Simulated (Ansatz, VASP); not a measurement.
Two plane-wave programs on NaH

```
Na H
1.0
     0.00000    2.40223    2.40223
     2.40223    0.00000    2.40223
     2.40223    2.40223    0.00000
Na H
1 1
Cartesian
  0.0000 0.0000 0.0000
  2.4022 2.4022 2.4022
```

Change from the starting cell: volume scaled by 1.02, PAW files.

Alike in both runs: task electric field gradients; functional PBEsol; k mesh 11 × 11 × 11; occupations fermi-dirac, width 0.02 eV; no spin polarisation.

```csv
,VASP,Ansatz
version,VASP 6.6.1,Ansatz 0.2.0
potentials or method,"VASP PAW PBE potentials, release 64 (Na_pv, H)","PAW with Ansatz's default frozen-core files, scalar-relativistic"
plane-wave cutoff (eV),520,420
valence electrons in the cell,8,10
```

|  | VASP | Ansatz | Ansatz less VASP |
| --- | --- | --- | --- |
| gap on the k mesh at the Fermi level (eV) | 3.80 | 3.80 | +0.002 |
| pressure (GPa) | -0.2 | -0.2 | +0.01 |
| Vzz of the field gradient on the site that differs most (V/Å²) | 0.0 | 0.0 | 0.00 |

The two sets of potentials don't hold the same shells in valence.

Caveats: the PAW data sets were made with another functional, which shifts forces and pressure a little (VASP); an odd mesh through Γ misses points on the zone boundary, where band edges often lie.
